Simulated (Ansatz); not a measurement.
Mg:

```xyz
3
Lattice="0.0000 3.4835 3.4835 3.4835 0.0000 3.4835 3.4835 3.4835 0.0000" Properties=species:S:1:pos:R:3 pbc="T T T"
Mg    0.0000    0.0000    0.0000
Mg    1.7417    1.7417    1.7417
Mg    5.2252    5.2252    5.2252
```

The cell was built by a generator and needn't be a form met in nature.

```yaml
Program: Ansatz 0.2.0
Task: relaxation of cell and atoms
Functional: LDA
Potentials_or_basis: Ansatz PAW
Cutoff: "420 eV (not typed: the program's choice for these potentials)"
k_mesh: 7 × 7 × 7
Occupations: fermi-dirac, width 0.05 eV
Spin: no spin polarisation
```

At the start: volume 28.18 Å³/atom.

Question: Where does the relaxation end?

Answer: It ends after 5 steps and the volume is 26.46 Å³/atom (-6.1 %); space group Fm-3m (No. 225, to 0.05 Å).

The path:
| step | energy change (eV) | largest force (eV/Å) | volume (Å³) |
| --- | --- | --- | --- |
| 1 | 0.0000 | 0.0000 | 84.54 |
| 2 | -0.0225 | 0.0000 | 81.17 |
| 3 | -0.0258 | 0.0000 | 79.18 |
| 4 | -0.0258 | 0.0000 | 79.39 |
| 5 | -0.0257 | 0.0000 | 79.39 |

Final structure:
```xyz
3
Lattice="0.0000 3.4112 3.4112 3.4112 0.0000 3.4112 3.4112 3.4112 0.0000" Properties=species:S:1:pos:R:3 pbc="T T T"
Mg    0.0000    0.0000    0.0000
Mg    1.7056    1.7056    1.7056
Mg    5.1168    5.1168    5.1168
```

Caveat: the plane-wave basis is chosen anew once the cell has moved, so the energies of steps on either side of that aren't comparable; the PAW data sets come from PBE, with cores solved anew for the run's functional, which leaves a small shift of forces and pressure.
